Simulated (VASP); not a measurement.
Here is a VASP 6.6.1 calculation.

Contents of INCAR:

```
SYSTEM = BeSe
ALGO = Normal ; EDIFF = 1E-7
EDIFFG = -0.01 ; ENCUT = 600
IBRION = 2 ; ISIF = 2
ISMEAR = 0 ; LASPH = .TRUE.
LCHARG = .FALSE. ; LMIXTAU = .TRUE.
LREAL = .FALSE. ; LWAVE = .FALSE.
METAGGA = R2SCAN ; NELM = 80
NSW = 40 ; PREC = Accurate
SIGMA = 0.03
```

KPOINTS

```
k-points
0
G
  10 10 10
  0 0 0
```

File POSCAR:

```
BeSe                                    
1.0
    0.0000000000      2.5663203012      2.5663203012
    2.5663203012      0.0000000000      2.5663203012
    2.5663203012      2.5663203012      0.0000000000
  Be              Se            
     1     1
Direct
     0.0000000000000000    0.0000000000000000    0.0000000000000000
     0.2500000000000000    0.2500000000000000    0.2500000000000000
```

Potentials or basis: VASP PAW PBE potentials, release 64 (Be, Se).

Run with:

```bash
$ cat potpaw_PBE.64/Be/POTCAR potpaw_PBE.64/Se/POTCAR > POTCAR
$ mpirun -np 1 vasp_std > vasp.out
```

(1) What does it give for the band gap on the k mesh?

Answers

(1) 3.09 eV, indirect (least direct gap 5.18 eV).

Caveat: the relaxation stopped at its first step, so nothing moved.
